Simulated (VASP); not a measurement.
KMgF3: relaxation of cell and atoms with PBE

Crystal: KMgF3.

```
K Mg F
1.0
     3.98590    0.00000    0.00000
     0.00000    3.98590    0.00000
     0.00000    0.00000    3.98590
K Mg F
1 1 3
Cartesian
  1.9929 1.9929 1.9929
  0.0000 0.0000 0.0000
  1.9929 0.0000 0.0000
  0.0000 1.9929 0.0000
  0.0000 0.0000 1.9929
```

| Quantity | Value |
| --- | --- |
| Program | VASP 6.6.1 |
| Task | relaxation of cell and atoms |
| Functional | PBE |
| Potentials or basis | VASP PAW PBE potentials, release 64 (K_sv, Mg, F) |
| Cutoff | 600 eV |
| k mesh | 5 × 5 × 5 |
| Occupations | fermi-dirac, width 0.1 eV |
| Spin | no spin polarisation |
| Dipole correction | no |
| Further INCAR settings | ALGO = Normal; EDIFF = 1e-06; IBRION = 2; EDIFFG = -0.01; NSW = 80; ISIF = 3 |

| Item | Value |
| --- | --- |
| Relaxed volume | 13.24 Å³/atom |
| Relaxed cell | a = 4.045 Å, b = 4.045 Å, c = 4.045 Å, α = 90.00°, β = 90.00°, γ = 90.00° |
| Space group after relaxing (to 0.05 Å) | Pm-3m (No. 221) |
| Energy gained by relaxing | 5.5 meV/atom |
| Ionic steps | 3 |
| Pressure after relaxing | 0.0 GPa |
| Band gap on the k mesh | 7.04 eV, indirect (least direct gap 7.30 eV) |

Step by step:
```
step  energy change (eV)  largest force (eV/Å)  pressure (GPa)  volume (Å³)
   1              0.0000                0.0000            3.25        63.33
   2             -0.0269                0.0000            0.47        65.71
   3             -0.0276                0.0000           -0.02        66.18
```

Final structure:
```
K Mg F
1.0
     4.04498    0.00000    0.00000
     0.00000    4.04498    0.00000
     0.00000    0.00000    4.04498
K Mg F
1 1 3
Direct
  0.50000 0.50000 0.50000
  0.00000 0.00000 0.00000
  0.50000 0.00000 0.00000
  0.00000 0.50000 0.00000
  0.00000 0.00000 0.50000
```

Levels at points of the mesh, in eV from the valence-band top:
```tsv
k point	band 13	band 14	band 15	band 16	band 17	band 18	band 19	band 20
(0.00, 0.00, 0.00)	-0.52	-0.26	-0.26	-0.26	7.04	10.08	10.08	12.18
```

It took 19 s on 1 thread of Intel(R) Xeon(R) 6975P-C (Granite Rapids), on a shared host, peak memory 0.19 GiB.

Caveat: an odd mesh through Γ misses points on the zone boundary, where band edges often lie. PBE usually gives volumes a little too large and moduli too small.
